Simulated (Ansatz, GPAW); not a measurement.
Given: the input of a run of GPAW 26.7.0 (ASE script) on CaO. The cell is a database's computed one, not the measured one.

File run.py:

```python
from ase import Atoms
from ase.dft.bandgap import bandgap
from ase.io import write
from ase.units import GPa
from gpaw import GPAW, PW

atoms = Atoms(['Ca', 'O'],
              cell=[[0.0, 2.403555696, 2.403555696],
                    [2.403555696, 0.0, 2.403555696],
                    [2.403555696, 2.403555696, 0.0]],
              scaled_positions=[[0.0, 0.0, 0.0],
                                [0.5, 0.5, 0.5]],
              pbc=True)

calc = GPAW(mode=PW(800),
            xc='PBE',
            kpts={'size': (10, 10, 10), 'gamma': True},
            occupations={'name': 'fermi-dirac', 'width': 0.05},
            nbands=16,
            convergence={'density': 1e-05, 'energy': 1e-05},
            maxiter=150,
            txt='gpaw.txt')
atoms.calc = calc
energy = atoms.get_potential_energy()
forces = atoms.get_forces()
stress = atoms.get_stress()
calc.write('gs.gpw')
write('result.traj', atoms)
print(f'Energy: {energy:.6f} eV')
print('Forces (eV/A):')
print(forces.round(4))
print('Stress (GPa):', (stress / GPa).round(3))
print('Fermi level:', round(calc.get_fermi_level(), 4), 'eV')
print(f'Gap: {bandgap(calc)[0]:.4f} eV, direct: {bandgap(calc, direct=True)[0]:.4f} eV')
```

Potentials or basis: GPAW PAW data sets (gpaw-data 1.2.1), pw.

The run is started by

```bash
$ OMP_NUM_THREADS=1 python run.py
```

Q: Translate it to Ansatz 0.2.0. Potentials or basis there: Ansatz PAW, cutoff 420 eV.

A: As run (cutoffs and basis follow the program's own potentials, and thresholds, step limits or extra output files can differ):

The input input.yaml:

```yaml
crystal:
  lattice:
    - [0.0, 2.403555696, 2.403555696]
    - [2.403555696, 0.0, 2.403555696]
    - [2.403555696, 2.403555696, 0.0]
  atoms:
    - { symbol: Ca, position: [0.0, 0.0, 0.0] }
    - { symbol: O, position: [0.5, 0.5, 0.5] }
hamiltonian:
  xc: pbe
  pseudopotentials: { kind: paw }
kpoints:
  mp_grid: { grid: [10, 10, 10] }
scf:
  occupations: { method: fermi_dirac, width: 0.05 }
output:
  forces: true
  stress: true
  eigenvalues: true
```

Potentials or basis: Ansatz PAW.

Command:

```console
$ ansatz run input.yaml --threads 1 --pin off --max-ram 3584MiB --backend cpu --events-out ev --progress --plain --runs-dir out
```

Both were run:

|  | GPAW | Ansatz |
| --- | --- | --- |
| Pressure | 2.2 GPa | 1.6 GPa |

Ansatz's pressure holds a Pulay term of +0.41 GPa for its cutoff of 420 eV, which the other run lacks.

Where Ansatz's input types no cutoff or centring, it takes its own default and a Γ-centred mesh.

Pressure is positive in compression.
